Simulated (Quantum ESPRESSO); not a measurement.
Au:

```xyz
2
Lattice="2.8155 0.0000 0.0000 -0.0130 2.8202 0.0000 -1.1379 -1.1854 4.9240" Properties=species:S:1:pos:R:3 pbc="T T T"
Au    1.5740    1.5533    1.3495
Au    0.0907    0.0815    3.5746
```

This isn't the form of Au at room conditions, which is fcc.

```yaml
Program: Quantum ESPRESSO 7.5
Task: single point
Functional: PBEsol
Potentials_or_basis: GBRV 1.5 PBEsol
Cutoff: 612 eV
Density_cutoff: 4898 eV
k_mesh: 10 × 10 × 6
Occupations: fermi-dirac, width 0.05 eV
Spin: no spin polarisation
```

On this cell: pressure -8.3 GPa; largest force 0.135 eV/Å; band gap on the k mesh none (metal or under the smearing width).

The same run follows on a disturbed copy (atoms moved at random, drawn with an rms of 0.05 Å):

```
CELL_PARAMETERS angstrom
2.81549 0.00000 0.00000
-0.01296 2.82018 0.00000
-1.13789 -1.18541 4.92401
ATOMIC_POSITIONS crystal
Au 0.66698 0.63452 0.27170
Au 0.32832 0.32418 0.72507
```

**Question.** What changes?

**Answer.** The energy (extrapolated to zero smearing) moves by +1.8 meV/atom; pressure -8.2 GPa; largest force 0.231 eV/Å; band gap on the k mesh none (metal or under the smearing width).

Forces in eV/Å, atoms in the order of the input:
```
Au   0.040  0.040  0.224
Au  -0.040 -0.040 -0.224
```

Stress tensor (GPa, compression positive):
```
-8.97  0.13  0.55
 0.13 -9.24  0.21
 0.55  0.21 -6.39
```
